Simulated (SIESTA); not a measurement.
Crystal: Ni.

```xyz
1
Lattice="0.0000 1.7376 1.7376 1.7376 0.0000 1.7376 1.7376 1.7376 0.0000" Properties=species:S:1:pos:R:3 pbc="T T T"
Ni    0.0000    0.0000    0.0000
```

Base run:

```yaml
Program: SIESTA 5.4.2
Functional: vdW-DF-cx
Potentials_or_basis: PseudoDojo 0.4 standard (PBE files)
Basis: DZP (energy shift 0.003 Ry; two zetas on semicore shells)
Grid_cutoff: 800 Ry
Energy_shift: 0.003 Ry
k_mesh: 13 × 13 × 13
Occupations: fermi-dirac, width 0.05 eV
Spin: collinear spin, ferromagnetic start
Starting_moments: "[1.0] μB"
```

Its results: band gap on the k mesh none (metal or under the smearing width); pressure 0.7 GPa; net moment 0.63 μB per cell; site moments Ni +0.63 μB.

The run is repeated on the same cell with these changes: functional from vdW-DF-cx to PBE. What comes out?

Band gap on the k mesh none (metal or under the smearing width); pressure 8.4 GPa; net moment 0.63 μB per cell; site moments Ni +0.63 μB.

Caveats: short orbitals over semicore shells can move pressures by several GPa; the basis of atomic orbitals isn't converged, which shifts pressures, moduli and gaps; the potentials were made for another functional, which shifts forces and pressure (some runs).
